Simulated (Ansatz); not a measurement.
Born–Oppenheimer molecular dynamics of a periodic cell of 17 atoms, Zr$_{9}$N$_{8}$ (host ZrN, host structure Fm-3m, interstitial Zr). It starts from a relaxed structure.

All numbers below come from Ansatz, DFT PBEsol, scalar-relativistic, plane waves, PAW. Settings: PAW set soft_1, cutoff 420 eV, k mesh 3x3x3, fermi-dirac smearing 0.05 eV, no spin polarisation.

```yaml
ensemble: NVT, Langevin thermostat
time_step: 1 fs
steps_asked: 100
set_temperature: 900 K
friction: 0.05 /fs
seed: 140818
```

Frames 2 fs apart, positions in Å, forces in eV/Å.

Velocities at 20 fs (Å/ps):

```
Zr 2.94 0.52 2.38
N -5.17 -9.45 1.47
Zr -1.08 3.36 -1.57
N -2.59 3.59 -0.24
Zr 2.29 1.07 -0.42
N -0.70 9.62 0.10
Zr 3.21 1.47 -1.14
N 1.28 -0.03 5.71
Zr 1.45 -0.03 -2.47
N -4.01 -14.67 -3.60
Zr -1.45 -1.43 -0.79
N -5.22 -8.70 -3.69
Zr 1.47 -1.19 0.21
N -4.60 3.73 2.38
Zr -4.46 3.93 -2.38
N -0.09 -10.68 -0.42
Zr 1.46 -4.27 4.71
```

```xyz
17
Lattice="0.0000 4.5370 4.5370 4.5370 0.0000 4.5370 4.5370 4.5370 0.0000" Properties=species:S:1:pos:R:3:forces:R:3 time_fs=20 energy_less_start_eV=1.102 T=581
Zr 0.065 0.150 -0.087 0.17 -0.36 -1.01
N 2.050 2.211 2.154 -0.56 0.17 1.43
Zr 2.156 2.197 -0.120 -0.29 -0.06 -0.95
N 4.534 4.755 2.225 -0.03 0.85 0.52
Zr 2.211 -0.005 2.247 0.46 0.42 0.62
N 4.404 2.262 4.631 0.27 1.23 -1.07
Zr 5.037 1.925 2.612 -1.04 -0.76 1.66
N 6.884 4.555 4.581 -0.88 -0.55 -0.40
Zr 0.011 2.286 2.151 -1.29 1.42 1.38
N 2.238 4.426 4.674 0.10 1.21 -2.11
Zr 2.123 4.692 2.288 -0.05 -0.41 0.79
N 4.438 6.910 4.244 0.91 -1.12 -0.34
Zr 2.182 2.253 4.520 -0.02 0.50 -0.78
N 4.363 4.505 6.832 0.92 -0.98 -1.35
Zr 4.446 4.610 4.429 0.19 -0.46 1.28
N 6.922 6.943 6.655 1.25 -0.77 0.49
Zr 3.711 3.073 1.480 -0.12 -0.34 -0.15
17
Lattice="0.0000 4.5370 4.5370 4.5370 0.0000 4.5370 4.5370 4.5370 0.0000" Properties=species:S:1:pos:R:3:forces:R:3 time_fs=22 energy_less_start_eV=1.099 T=723
Zr 0.069 0.150 -0.084 -0.04 -0.34 -0.90
N 2.038 2.198 2.159 -0.17 0.35 1.29
Zr 2.155 2.204 -0.124 -0.18 -0.13 -0.74
N 4.529 4.764 2.222 -0.04 0.63 0.44
Zr 2.214 -0.002 2.247 0.35 0.19 0.50
N 4.405 2.287 4.623 0.27 0.89 -1.00
Zr 5.043 1.928 2.611 -0.82 -0.96 1.91
N 6.886 4.558 4.595 -0.90 -0.60 -0.60
Zr 0.012 2.284 2.147 -1.45 1.55 1.28
N 2.232 4.400 4.659 0.19 1.61 -1.85
Zr 2.120 4.687 2.286 -0.04 -0.51 0.78
N 4.429 6.889 4.236 0.94 -0.79 -0.06
Zr 2.182 2.251 4.521 -0.06 0.37 -0.79
N 4.355 4.517 6.837 0.98 -1.17 -1.38
Zr 4.436 4.616 4.423 0.22 -0.58 1.28
N 6.929 6.921 6.652 1.21 -0.43 0.47
Zr 3.715 3.062 1.492 -0.45 -0.08 -0.62
17
Lattice="0.0000 4.5370 4.5370 4.5370 0.0000 4.5370 4.5370 4.5370 0.0000" Properties=species:S:1:pos:R:3:forces:R:3 time_fs=24 energy_less_start_eV=1.061 T=761
Zr 0.074 0.147 -0.081 -0.24 -0.18 -0.85
N 2.025 2.186 2.166 0.26 0.53 1.16
Zr 2.158 2.211 -0.127 -0.19 -0.20 -0.61
N 4.524 4.777 2.223 -0.07 0.28 0.33
Zr 2.215 -0.001 2.247 0.28 0.05 0.33
N 4.414 2.326 4.611 0.20 0.36 -0.83
Zr 5.048 1.928 2.608 -0.32 -1.08 2.11
N 6.883 4.556 4.595 -0.86 -0.57 -0.65
Zr 0.010 2.284 2.147 -1.42 1.72 1.06
N 2.233 4.383 4.640 0.18 1.86 -1.55
Zr 2.116 4.681 2.286 0.04 -0.51 0.67
N 4.415 6.871 4.229 1.05 -0.47 0.22
Zr 2.181 2.247 4.522 -0.03 0.33 -0.71
N 4.352 4.529 6.833 0.97 -1.32 -1.33
Zr 4.427 4.622 4.420 0.27 -0.66 1.26
N 6.955 6.911 6.657 0.61 -0.34 0.39
Zr 3.717 3.054 1.505 -0.71 0.20 -0.99
17
Lattice="0.0000 4.5370 4.5370 4.5370 0.0000 4.5370 4.5370 4.5370 0.0000" Properties=species:S:1:pos:R:3:forces:R:3 time_fs=26 energy_less_start_eV=1.062 T=807
Zr 0.079 0.146 -0.075 -0.37 -0.04 -0.91
N 2.026 2.166 2.162 0.28 0.70 1.19
Zr 2.161 2.219 -0.129 -0.20 -0.18 -0.52
N 4.516 4.789 2.226 -0.06 0.01 0.22
Zr 2.216 -0.003 2.251 0.21 -0.05 0.14
N 4.419 2.368 4.596 0.17 -0.17 -0.56
Zr 5.050 1.924 2.606 0.29 -1.18 2.28
N 6.884 4.558 4.587 -0.88 -0.57 -0.58
Zr 0.006 2.286 2.148 -1.14 1.84 0.82
N 2.240 4.380 4.622 0.07 1.90 -1.26
Zr 2.112 4.675 2.287 0.13 -0.44 0.51
N 4.398 6.862 4.226 1.22 -0.23 0.40
Zr 2.179 2.240 4.524 0.00 0.45 -0.64
N 4.356 4.539 6.820 0.87 -1.52 -1.19
Zr 4.419 4.626 4.418 0.36 -0.66 1.24
N 6.980 6.905 6.665 -0.04 -0.36 0.29
Zr 3.722 3.050 1.521 -0.91 0.50 -1.44
17
Lattice="0.0000 4.5370 4.5370 4.5370 0.0000 4.5370 4.5370 4.5370 0.0000" Properties=species:S:1:pos:R:3:forces:R:3 time_fs=28 energy_less_start_eV=1.103 T=739
Zr 0.084 0.143 -0.069 -0.50 0.09 -1.00
N 2.035 2.147 2.159 0.06 0.81 1.27
Zr 2.163 2.223 -0.128 -0.27 -0.14 -0.48
N 4.504 4.796 2.231 0.09 -0.01 0.14
Zr 2.222 -0.004 2.255 0.08 -0.16 -0.03
N 4.417 2.403 4.579 0.19 -0.62 -0.24
Zr 5.052 1.915 2.605 0.71 -1.15 2.40
N 6.890 4.555 4.578 -0.94 -0.53 -0.50
Zr 0.004 2.292 2.152 -0.84 1.80 0.50
N 2.242 4.384 4.604 0.06 1.80 -0.98
Zr 2.109 4.670 2.287 0.22 -0.42 0.37
N 4.378 6.856 4.222 1.40 -0.02 0.60
Zr 2.177 2.233 4.527 0.04 0.59 -0.57
N 4.362 4.547 6.803 0.73 -1.72 -1.02
Zr 4.413 4.631 4.416 0.42 -0.67 1.24
N 6.998 6.897 6.676 -0.48 -0.30 0.16
Zr 3.726 3.049 1.538 -0.98 0.66 -1.87
17
Lattice="0.0000 4.5370 4.5370 4.5370 0.0000 4.5370 4.5370 4.5370 0.0000" Properties=species:S:1:pos:R:3:forces:R:3 time_fs=30 energy_less_start_eV=1.132 T=598
Zr 0.087 0.138 -0.064 -0.62 0.25 -1.15
N 2.041 2.136 2.158 -0.12 0.84 1.32
Zr 2.165 2.227 -0.125 -0.31 -0.09 -0.50
N 4.492 4.799 2.237 0.26 0.09 0.08
Zr 2.227 -0.004 2.256 -0.08 -0.27 -0.17
N 4.416 2.436 4.557 0.19 -1.03 0.21
Zr 5.053 1.909 2.605 1.02 -1.28 2.35
N 6.894 4.550 4.573 -0.98 -0.44 -0.47
Zr 0.003 2.297 2.156 -0.64 1.70 0.16
N 2.240 4.403 4.579 0.15 1.47 -0.61
Zr 2.108 4.667 2.286 0.14 -0.35 0.28
N 4.369 6.853 4.219 1.46 0.13 0.81
Zr 2.176 2.226 4.528 0.07 0.80 -0.51
N 4.360 4.546 6.786 0.80 -1.69 -0.81
Zr 4.410 4.635 4.415 0.45 -0.60 1.25
N 7.012 6.887 6.685 -0.83 -0.20 0.05
Zr 3.728 3.049 1.554 -0.97 0.67 -2.28
17
Lattice="0.0000 4.5370 4.5370 4.5370 0.0000 4.5370 4.5370 4.5370 0.0000" Properties=species:S:1:pos:R:3:forces:R:3 time_fs=32 energy_less_start_eV=1.161 T=547
Zr 0.095 0.132 -0.059 -0.84 0.32 -1.29
N 2.046 2.128 2.165 -0.21 0.86 1.28
Zr 2.162 2.232 -0.123 -0.17 -0.04 -0.41
N 4.478 4.808 2.238 0.41 -0.05 0.02
Zr 2.234 -0.006 2.256 -0.30 -0.33 -0.24
N 4.423 2.458 4.540 0.06 -1.28 0.56
Zr 5.055 1.901 2.609 0.99 -1.32 2.01
N 6.895 4.546 4.572 -0.98 -0.36 -0.49
Zr 0.003 2.302 2.157 -0.48 1.70 -0.04
N 2.234 4.423 4.563 0.33 1.14 -0.35
Zr 2.108 4.661 2.284 0.01 -0.22 0.24
N 4.364 6.854 4.214 1.48 0.20 1.05
Zr 2.177 2.220 4.529 0.10 0.95 -0.47
N 4.353 4.537 6.764 0.98 -1.48 -0.56
Zr 4.404 4.637 4.410 0.48 -0.50 1.24
N 7.023 6.881 6.696 -1.14 -0.16 -0.10
Zr 3.727 3.049 1.566 -0.71 0.56 -2.45
17
Lattice="0.0000 4.5370 4.5370 4.5370 0.0000 4.5370 4.5370 4.5370 0.0000" Properties=species:S:1:pos:R:3:forces:R:3 time_fs=34 energy_less_start_eV=1.169 T=695
Zr 0.102 0.126 -0.053 -1.08 0.41 -1.42
N 2.048 2.123 2.175 -0.25 0.90 1.21
Zr 2.158 2.237 -0.121 0.05 -0.01 -0.25
N 4.458 4.822 2.233 0.56 -0.31 0.00
Zr 2.241 -0.006 2.257 -0.50 -0.35 -0.28
N 4.437 2.474 4.527 -0.18 -1.44 0.91
Zr 5.060 1.891 2.619 0.55 -1.23 1.40
N 6.896 4.546 4.565 -1.02 -0.31 -0.43
Zr 0.002 2.306 2.156 -0.41 1.72 -0.14
N 2.223 4.441 4.554 0.62 0.86 -0.19
Zr 2.109 4.657 2.286 -0.02 -0.20 0.13
N 4.365 6.857 4.212 1.47 0.20 1.15
Zr 2.178 2.217 4.528 0.12 1.06 -0.40
N 4.348 4.523 6.744 1.15 -1.13 -0.32
Zr 4.399 4.639 4.404 0.44 -0.38 1.23
N 7.024 6.880 6.710 -1.14 -0.15 -0.31
Zr 3.726 3.046 1.572 -0.36 0.37 -2.29
17
Lattice="0.0000 4.5370 4.5370 4.5370 0.0000 4.5370 4.5370 4.5370 0.0000" Properties=species:S:1:pos:R:3:forces:R:3 time_fs=36 energy_less_start_eV=1.174 T=829
Zr 0.111 0.116 -0.047 -1.33 0.51 -1.51
N 2.052 2.129 2.185 -0.46 0.80 1.18
Zr 2.150 2.244 -0.120 0.46 0.04 -0.08
N 4.444 4.830 2.232 0.66 -0.51 -0.10
Zr 2.248 -0.004 2.259 -0.61 -0.31 -0.38
N 4.457 2.485 4.515 -0.49 -1.53 1.28
Zr 5.064 1.880 2.631 0.06 -1.09 0.67
N 6.902 4.553 4.551 -1.10 -0.32 -0.27
Zr -0.001 2.308 2.154 -0.28 1.68 -0.17
N 2.214 4.461 4.544 0.95 0.56 0.02
Zr 2.109 4.655 2.291 0.08 -0.21 -0.09
N 4.382 6.856 4.216 1.31 0.20 1.17
Zr 2.178 2.217 4.522 0.20 1.15 -0.32
N 4.348 4.502 6.725 1.27 -0.70 -0.10
Zr 4.396 4.636 4.394 0.39 -0.22 1.27
N 7.024 6.890 6.723 -1.18 -0.27 -0.47
Zr 3.725 3.041 1.577 0.08 0.23 -2.10
17
Lattice="0.0000 4.5370 4.5370 4.5370 0.0000 4.5370 4.5370 4.5370 0.0000" Properties=species:S:1:pos:R:3:forces:R:3 time_fs=38 energy_less_start_eV=1.247 T=840
Zr 0.120 0.106 -0.040 -1.57 0.63 -1.58
N 2.062 2.146 2.191 -0.94 0.53 1.22
Zr 2.141 2.250 -0.120 1.00 0.13 0.16
N 4.430 4.832 2.233 0.79 -0.52 -0.17
Zr 2.256 -0.004 2.261 -0.70 -0.15 -0.46
N 4.479 2.501 4.502 -0.85 -1.64 1.69
Zr 5.068 1.870 2.644 -0.40 -1.07 -0.09
N 6.904 4.553 4.541 -1.15 -0.26 -0.15
Zr -0.006 2.311 2.147 -0.04 1.55 -0.08
N 2.208 4.483 4.534 1.22 0.23 0.23
Zr 2.107 4.652 2.297 0.19 -0.21 -0.34
N 4.398 6.864 4.222 1.14 0.08 1.06
Zr 2.177 2.217 4.517 0.28 1.22 -0.26
N 4.349 4.481 6.711 1.36 -0.26 0.07
Zr 4.391 4.633 4.384 0.39 0.02 1.35
N 7.023 6.900 6.732 -1.22 -0.41 -0.59
Zr 3.726 3.036 1.583 0.51 0.12 -2.06
17
Lattice="0.0000 4.5370 4.5370 4.5370 0.0000 4.5370 4.5370 4.5370 0.0000" Properties=species:S:1:pos:R:3:forces:R:3 time_fs=40 energy_less_start_eV=1.423 T=1016
Zr 0.132 0.099 -0.031 -1.89 0.77 -1.64
N 2.074 2.167 2.196 -1.47 0.18 1.29
Zr 2.132 2.258 -0.122 1.59 0.17 0.42
N 4.415 4.825 2.237 0.99 -0.20 -0.20
Zr 2.265 -0.004 2.261 -0.83 0.07 -0.44
N 4.511 2.516 4.490 -1.37 -1.66 2.10
Zr 5.073 1.863 2.654 -0.77 -1.14 -0.77
N 6.901 4.543 4.539 -1.11 -0.06 -0.10
Zr -0.011 2.316 2.143 0.23 1.26 0.06
N 2.202 4.504 4.537 1.53 -0.05 0.29
Zr 2.103 4.648 2.304 0.36 -0.23 -0.52
N 4.407 6.889 4.230 1.08 -0.23 0.80
Zr 2.174 2.217 4.511 0.37 1.24 -0.17
N 4.349 4.461 6.705 1.48 0.19 0.17
Zr 4.385 4.634 4.377 0.41 0.29 1.46
N 7.028 6.914 6.741 -1.40 -0.60 -0.70
Zr 3.727 3.033 1.587 0.81 0.00 -2.05
17
Lattice="0.0000 4.5370 4.5370 4.5370 0.0000 4.5370 4.5370 4.5370 0.0000" Properties=species:S:1:pos:R:3:forces:R:3 time_fs=42 energy_less_start_eV=1.628 T=811
Zr 0.143 0.090 -0.024 -2.12 0.95 -1.65
N 2.078 2.199 2.198 -1.89 -0.23 1.37
Zr 2.125 2.265 -0.123 2.11 0.20 0.63
N 4.399 4.814 2.237 1.22 0.32 -0.15
Zr 2.273 -0.002 2.259 -0.94 0.30 -0.39
N 4.535 2.528 4.478 -1.79 -1.62 2.46
Zr 5.079 1.853 2.663 -1.22 -1.02 -1.41
N 6.891 4.532 4.543 -1.00 0.15 -0.12
Zr -0.012 2.323 2.138 0.31 0.90 0.22
N 2.204 4.517 4.535 1.64 -0.21 0.39
Zr 2.096 4.645 2.312 0.60 -0.33 -0.73
N 4.415 6.924 4.237 1.03 -0.68 0.51
Zr 2.175 2.218 4.506 0.38 1.24 -0.12
N 4.348 4.447 6.708 1.56 0.50 0.14
Zr 4.380 4.633 4.371 0.49 0.57 1.57
N 7.028 6.929 6.744 -1.46 -0.79 -0.74
Zr 3.728 3.030 1.592 1.09 -0.23 -1.98
```

Of the whole run (100 fs, mean temperature of the second half 850 K): A run of 0.1 ps of so small a system gives no equilibrium averages. Limits of this set-up: coarse k mesh, PAW files made for another functional, a small cell, in which the defect meets its images.

The run took 18 min on 2 threads of Intel(R) Xeon(R) Platinum 8259CL CPU @ 2.50GHz (Skylake/Cascade Lake), on a shared host, peak memory 0.96 GiB.
